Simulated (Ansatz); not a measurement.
# GaSb (F-43m) in Ansatz: settings compared

Aim: see how the results for GaSb move with the level of theory and the settings. Levels: RPBE, revPBE+D3(BJ), BLYP+D4, r2SCAN+rVV10, PBE. Tasks: relaxation of cell and atoms, single point.

Everything below comes from runs of Ansatz 0.2.0. Logs are shortened: lines on timing, memory, paths and dates and some standing lists are left out, and cuts for length are marked.

**The experiment to reproduce.**

From a printed reference work, data compilation, for a bulk crystal of GaSb at 4.2 K: band gap 0.811 eV (direct).

The runs below are set against these values where they give the same quantity.

### Step 1. The crystal as given

The structure is cubic, space group F-43m (No. 216). Conventional cell: a = 6.118 Å, b = 6.118 Å, c = 6.118 Å, α = 90.00°, β = 90.00°, γ = 90.00°. Sb (site symmetry -43m) has 4 Ga at 2.65 Å as nearest neighbours. Ga (site symmetry -43m) has 4 Sb at 2.65 Å as nearest neighbours.

### Step 2. Relaxation of cell and atoms, RPBE

File input.yaml:

```yaml
crystal:
  lattice:
    - [0.0, 3.059, 3.059]
    - [3.059, 0.0, 3.059]
    - [3.059, 3.059, 0.0]
  atoms:
    - { symbol: Sb, position: [0.75, 0.75, 0.75] }
    - { symbol: Ga, position: [0.0, 0.0, 0.0] }
hamiltonian:
  xc: rpbe
  pseudopotentials: { kind: paw }
kpoints:
  mp_grid: { grid: [8, 8, 8] }
scf:
  occupations: { method: fermi_dirac, width: 0.05 }
output:
  forces: true
  stress: true
relax:
  f_tol: 0.01
  max_steps: 40
  cell: { stress_tol: 0.05 }
```

Potentials or basis: Ansatz PAW.

Command:

```sh
$ ansatz run input.yaml --threads 2 --pin off --max-ram 5120MiB --backend cpu --events-out ev --progress --plain --runs-dir out
```

The log of the run:

```text
Warning: RAYON_NUM_THREADS=2 ignored (pool sized by the plan → 2); use --threads N
Engine: ansatz 0.2.0, aarch64-unknown-linux-gnu
Pseudopotentials: kind: paw
Pseudopotential: Sb, paw, valence charge 15, recommended cutoff 420 eV (normal), Sb.paw.azcp
Pseudopotential: Ga, paw, valence charge 13, recommended cutoff 420 eV (normal), Ga.paw.azcp
Functional definition: RPBE
  parameter kappa = 0.804
  parameter beta = 0.06672455060314922
  exchange = rpbe_x(kappa = kappa, mu = beta*pi^2/3)
  correlation = pbe_c(beta = beta)
Crystal: 2 atoms, lattice volume = 57.249 Å³
Basis set: ecut = 420 eV, 1139 PW (Γ), exchange–correlation on 60×60×60 points (8 copies of the dense FFT grid, shifted against one another)
Bands: 18, of which v1, the nominal top of the filled ones, is band 14 counted from 1 (13 counted from 0)
Symmetry: 24 space group operations
Space group: F-43m (ITA 216), of the structure as read, at distance tolerance 3.9e-5 Å
k-points: 29 of 512 (time reversal used)
Non-local potential: Sb, projectors of the file, l = 0: 2, l = 1: 2, l = 2: 2, l = 3: 2
Non-local potential: Ga, projectors of the file, l = 0: 2, l = 1: 2, l = 2: 3, l = 3: 1
PAW form: soft (Blöchl's): semilocal exchange-correlation on the pseudo side does not see the compensation charge
PAW frozen core: Sb, regenerated for the run's functional, and the local potential with it (the file was generated under x = pbe(κ = 0.804, μ = 0.2195149727645171), c = pbe(β = 0.06672455060314922))
PAW frozen core: Ga, regenerated for the run's functional, and the local potential with it (the file was generated under x = pbe(κ = 0.804, μ = 0.2195149727645171), c = pbe(β = 0.06672455060314922))
PAW one-centre angular grid: Sb, 590 points (default); XC on 64 Gauss nodes
PAW one-centre angular grid: Ga, 590 points (default); XC on 64 Gauss nodes
Initial density: superposition of atomic densities (neutral atoms: chi_scale 0, normalization atom), corrected by the library's trained network
Initial wavefunctions: pseudopotential atomic-orbital guess
Functional: x = rpbe, c = pbe(β = 0.06672455060314922)
SCF iter   1: F=—  HF=-10282.115446 eV  |F-HF|=—  |Δ(HF+E_count)|=         —  Δρ=3.00e-3  dr2=1.90e-3  ethr=1.77e-3  ⟨swp⟩=6.1  Hψ=2655  notcnv=0
preconditioner: auto → none  [insulator: Δε(μ)=0.127 eV  Ē_g=14.641 eV  σ=0.050 eV  W_gap=0.51  n_scr=14 (ndim 8)  ℏωp=20.8 eV  f_vac=0.091  D(μ)=0.04/eV (n_scr^D=0)  ε∞_Penn≈3.0]
SCF iter   2: F=—  HF=-10282.113886 eV  |F-HF|=—  |Δ(HF+E_count)|=   1.56e-3  Δρ=7.84e-4  dr2=3.43e-4  ethr=6.80e-6  ⟨swp⟩=2.0  Hψ=1189  notcnv=0
SCF iter   3: F=—  HF=-10282.113732 eV  |F-HF|=—  |Δ(HF+E_count)|=   1.55e-4  Δρ=4.87e-4  dr2=6.88e-5  ethr=1.22e-6  ⟨swp⟩=2.0  Hψ=784  notcnv=0
[... 36 lines left out ...]
SCF 4 converged in 4 iterations: F = -10282.167414 eV  dr2 = 2.10e-9
relax step   4: F+E_penalty+E_count = -10282.16741373 eV  Δ(F+E_penalty+E_count) = -7.835e-5 eV  max|allowed force component| = 2.139e-17 eV/Å  Δτ_max = 0.0000 Å  P = -0.005 GPa  Ω = 62.086 Å³  energy of the carried Pulay correction = -1.130e-3 eV  (4 SCF iters, dr2 threshold 2.33e-8 eV, accepted)
Initial wavefunctions: pseudopotential atomic-orbital guess (no wavefunctions were taken with the density)
iter 1 solved again at ethr=4.79e-7 eV; its pass at ethr=3.10e-3 eV (dr2=1.34e-4 eV) is discarded
SCF iter   1: F=—  HF=-10282.153413 eV  |F-HF|=—  |Δ(HF+E_count)|=         —  Δρ=7.04e-4  dr2=2.01e-5  ethr=4.79e-7  ⟨swp⟩=3.5  Hψ=4019  notcnv=0
preconditioner: auto → none  [insulator: Δε(μ)=0.339 eV  Ē_g=14.286 eV  σ=0.050 eV  W_gap=0.70  n_scr=14 (ndim 8)  ℏωp=20.0 eV  f_vac=0.116  D(μ)=0.06/eV (n_scr^D=0)  ε∞_Penn≈3.0]
SCF iter   2: F=—  HF=-10282.164499 eV  |F-HF|=—  |Δ(HF+E_count)|=   1.11e-2  Δρ=3.52e-4  dr2=3.24e-6  ethr=7.18e-8  ⟨swp⟩=2.9  Hψ=839  notcnv=0
SCF iter   3: F=—  HF=-10282.167451 eV  |F-HF|=—  |Δ(HF+E_count)|=   2.95e-3  Δρ=1.73e-4  dr2=1.63e-6  ethr=1.16e-8  ⟨swp⟩=2.5  Hψ=717  notcnv=0
SCF iter   4: F=—  HF=-10282.168361 eV  |F-HF|=—  |Δ(HF+E_count)|=   9.10e-4  Δρ=2.44e-5  dr2=3.96e-7  ethr=5.83e-9  ⟨swp⟩=2.3  Hψ=769  notcnv=0
SCF iter   5: F=—  HF=-10282.168369 eV  |F-HF|=—  |Δ(HF+E_count)|=   7.53e-6  Δρ=5.43e-6  dr2=1.18e-8  ethr=1.41e-9  ⟨swp⟩=2.0  Hψ=786  notcnv=0
SCF iter   6: F=—  HF=-10282.168369 eV  |F-HF|=—  |Δ(HF+E_count)|=   3.41e-7  Δρ=1.86e-6  dr2=1.58e-9  ethr=4.20e-11  ⟨swp⟩=2.0  Hψ=786  notcnv=0
SCF iter   7: F=—  HF=-10282.168369 eV  |F-HF|=—  |Δ(HF+E_count)|=   3.06e-8  Δρ=4.52e-7  dr2=2.62e-10  ethr=5.63e-12  ⟨swp⟩=2.1  Hψ=801  notcnv=0
SCF iter   8: F=—  HF=-10282.168369 eV  |F-HF|=—  |Δ(HF+E_count)|=   1.15e-9  Δρ=1.77e-7  dr2=4.67e-11  ethr=1.00e-12  ⟨swp⟩=2.0  Hψ=641  notcnv=0
SCF iter   9: F=-10282.168369 eV  HF=-10282.168369 eV  |F-HF|=0.00e0  |Δ(HF+E_count)|=  1.35e-10  Δρ=3.50e-8  dr2=1.03e-12  ethr=1.00e-12  ⟨swp⟩=6.7  Hψ=2370  notcnv=0
SCF 5 converged in 9 iterations: F = -10282.168369 eV  dr2 = 1.03e-12
relax step   5: F+E_penalty+E_count = -10282.16836900 eV  Δ(F+E_penalty+E_count) = -9.553e-4 eV  max|allowed force component| = 2.776e-17 eV/Å  Δτ_max = 0.0000 Å  P = -0.016 GPa  Ω = 62.086 Å³  stress off target by 1.62e-2 GPa  SCF on the basis re-selected at this cell (its energy is not comparable with the rows above)  (9 SCF iters)
basis re-selected at this cell: Δ(F+E_penalty+E_count) = -9.553e-4 eV, ΔP = -0.011 GPa vs the last step (what re-selecting the basis moved, of the pressure what is left beyond the Pulay correction that the steps carried, after the strain that the cell walked since its last selection, with what the two solves' SCF thresholds leave and, on support functions, any second-order correction that the steps lacked; it is no measure of the basis error at this ecutwfc). This SCF's stress stands 1.62e-2 GPa from its target on what of the cell is left free (relax.cell.stress_tol is 5.00e-2 GPa) and its largest allowed force component is 2.78e-17 eV/Å (relax.f_tol is 1.00e-2 eV/Å): within both
SCF converged after 9 iterations
Free energy (F): -10282.168369 eV
Harris-Foulkes:  -10282.168369 eV  (|F-HF|=0.00e0)
Internal energy: -10282.167849 eV  (E = F + TS)
E sigma→0 (E₀):  -10282.168109 eV
Entropy (-TS):   -0.000520 eV (-0.260 meV/atom)
Fermi energy:    6.853019 eV
--- Per-component energies (eV) ---
  E_band       = -281.447729
  E_kinetic    = 320.770656
  E_local      = -4021.279254  (includes V_loc(G=0)·N_el)
  E_nonlocal   = 786.367942
  E_hartree    = 1845.329599
  E_xc         = -206.607110
  E_vxc        = -152.223412  (∫ρ·V_xc dr)
  E_paw        = -6579.222071  (= ΣΔE_a)
  E_vpaw       = -905.742683  (= ΣTr[D̂ρ^β])
  E_aug_tail   = -0.000118  (compensation charges beyond the density's cutoff)
  E_ewald      = -2427.393602
  E_core_change = -0.133891  (= ΣΔE_core)
  E_smearing   = -0.000520  (= −TS)
  E_closure    = -0.000000  (closes the sum)
  Σ components = -10282.168369   (vs F -10282.168369, Δ=0.00e0)
--- Forces (eV/Å), atoms counted from 1 ---
  atom   1  Sb     0.00000000    -0.00000000    -0.00000000
  atom   2  Ga    -0.00000000    -0.00000000     0.00000000
  max |Σ_I F_I| component: 4.28e-17 eV/Å
--- Stress (GPa, compression-positive) ---
       -0.016170      -0.000000      -0.000000
       -0.000000      -0.016170       0.000000
       -0.000000       0.000000      -0.016170
  P = ⅓ Tr σ = -0.0162 GPa (-0.162 kbar)
--- Relaxed structure (4 steps of the walk, 4 accepted, 1 SCFs on fresh bases) ---
  F+E_penalty+E_count = -10282.16836900 eV   max|allowed force component| = 2.776e-17 eV/Å   (the final SCF, on the basis selected at the relaxed cell)
  cell:  # Å, volume = 62.0862 Å³
    - [-1.9637125702574507e-34, 3.1428354416870388, 3.1428354416870388]
    - [3.1428354416870388, 2.029285618665788e-32, 3.1428354416870388]
    - [3.1428354416870388, 3.1428354416870388, 7.433410975613047e-33]
  atoms:
    - { symbol: Sb, position: [0.7499999999999999, 0.7499999999999999, 0.7499999999999999] }
    - { symbol: Ga, position: [5.95491578642125e-34, 5.50895293016944e-35, -8.525760487166988e-34] }
```

It took 7 s on 2 threads of Arm Neoverse V1, shared host; peak memory 0.36 GiB.

Results:

```
Free energy                            : -10282.1684 eV
Relaxed volume                         : 31.04 Å³/atom
Relaxed cell                           : a = 4.445 Å, b = 4.445 Å, c = 4.445 Å, α = 60.00°, β = 60.00°, γ = 60.00°
Space group after relaxing (to 0.05 Å) : F-43m (No. 216)
Energy gained by relaxing              : 27.3 meV/atom
Ionic steps                            : 5
Pressure after relaxing                : 0.0 GPa
```

Step by step:
```csv
step,energy change (eV),largest force (eV/Å),volume (Å³)
1,0.0000,0.0000,57.25
2,-0.0509,0.0000,63.21
3,-0.0536,0.0000,62.23
4,-0.0536,0.0000,62.09
5,-0.0546,0.0000,62.09
```

Final structure:
```
CELL_PARAMETERS angstrom
0.00000 3.14284 3.14284
3.14284 0.00000 3.14284
3.14284 3.14284 0.00000
ATOMIC_POSITIONS crystal
Sb 0.75000 0.75000 0.75000
Ga 0.00000 0.00000 0.00000
```

Caveat: the plane-wave basis is chosen anew once the cell has moved, so the energies of steps on either side of that aren't comparable; the PAW data sets come from PBE, with cores solved anew for the run's functional, which leaves a small shift of forces and pressure. Spin-orbit coupling is left out, which matters for the levels of Sb.

### Step 3. Relaxation of cell and atoms, revPBE+D3(BJ)

input.yaml, as its differences from that of step 2:

```diff
@@ -9,4 +9,5 @@
 hamiltonian:
-  xc: rpbe
+  xc: revpbe
   pseudopotentials: { kind: paw }
+  dispersion: d3bj
 kpoints:
```

Potentials or basis: Ansatz PAW.

Command:

```sh
$ ansatz run input.yaml --threads 2 --pin off --max-ram 5120MiB --backend cpu --events-out ev --progress --plain --runs-dir out
```

Wall time 5.1 s (2 threads of Arm Neoverse V1, shared host); peak memory 0.35 GiB.

The run converged. Its results:

```
Free energy                            : -10279.2533 eV
Relaxed volume                         : 28.39 Å³/atom
Relaxed cell                           : a = 4.314 Å, b = 4.314 Å, c = 4.314 Å, α = 60.00°, β = 60.00°, γ = 60.00°
Space group after relaxing (to 0.05 Å) : F-43m (No. 216)
Energy gained by relaxing              : 0.3 meV/atom
Ionic steps                            : 4
Pressure after relaxing                : 0.0 GPa
```

Step by step:
| step | energy change (eV) | largest force (eV/Å) | volume (Å³) |
| --- | --- | --- | --- |
| 1 | 0.0000 | 0.0000 | 57.25 |
| 2 | -0.0007 | 0.0000 | 56.62 |
| 3 | -0.0008 | 0.0000 | 56.77 |
| 4 | -0.0007 | 0.0000 | 56.77 |

Final structure:
```
CELL_PARAMETERS angstrom
0.00000 3.05046 3.05046
3.05046 0.00000 3.05046
3.05046 3.05046 0.00000
ATOMIC_POSITIONS crystal
Sb 0.75000 0.75000 0.75000
Ga 0.00000 0.00000 0.00000
```

Caveat: the plane-wave basis is chosen anew once the cell has moved, so the energies of steps on either side of that aren't comparable; the PAW data sets come from PBE, with cores solved anew for the run's functional, which leaves a small shift of forces and pressure. The run has no spin-orbit coupling, so splittings on Sb are missing.

### Step 4. Relaxation of cell and atoms, BLYP+D4

input.yaml, as its differences from that of step 3:

```diff
@@ -9,5 +9,5 @@
 hamiltonian:
-  xc: revpbe
+  xc: blyp
   pseudopotentials: { kind: paw }
-  dispersion: d3bj
+  dispersion: d4
 kpoints:
```

Command:

```sh
$ ansatz run input.yaml --threads 2 --pin off --max-ram 5120MiB --backend cpu --events-out ev --progress --plain --runs-dir out
```

It took 5.3 s on 2 threads of Arm Neoverse V1, shared host; peak memory 0.35 GiB.

It converged, with:

```
Free energy                            : -10296.0705 eV
Relaxed volume                         : 28.84 Å³/atom
Relaxed cell                           : a = 4.337 Å, b = 4.337 Å, c = 4.337 Å, α = 60.00°, β = 60.00°, γ = 60.00°
Space group after relaxing (to 0.05 Å) : F-43m (No. 216)
Energy gained by relaxing              : 0.2 meV/atom
Ionic steps                            : 4
Pressure after relaxing                : 0.0 GPa
```

The path:
```tsv
step	energy change (eV)	largest force (eV/Å)	volume (Å³)
1	0.0000	0.0000	57.25
2	-0.0004	0.0000	57.81
3	-0.0004	0.0000	57.68
4	-0.0005	0.0000	57.68
```

Final structure:
```cif
data_structure
_symmetry_space_group_name_H-M 'P 1'
_symmetry_Int_Tables_number 1
_cell_length_a 4.3369
_cell_length_b 4.3369
_cell_length_c 4.3369
_cell_angle_alpha 60.000
_cell_angle_beta 60.000
_cell_angle_gamma 60.000
_cell_volume 57.68
loop_
_atom_site_label
_atom_site_type_symbol
_atom_site_fract_x
_atom_site_fract_y
_atom_site_fract_z
_atom_site_occupancy
Sb1 Sb 0.75000 0.75000 0.75000 1
Ga1 Ga 0.00000 0.00000 0.00000 1
```

Caveat: the plane-wave basis is chosen anew once the cell has moved, so the energies of steps on either side of that aren't comparable; the PAW data sets come from PBE, with cores solved anew for the run's functional, which leaves a small shift of forces and pressure. Zero-point motion and thermal expansion aren't in these numbers.

(Part 1 of 2 ends here.)
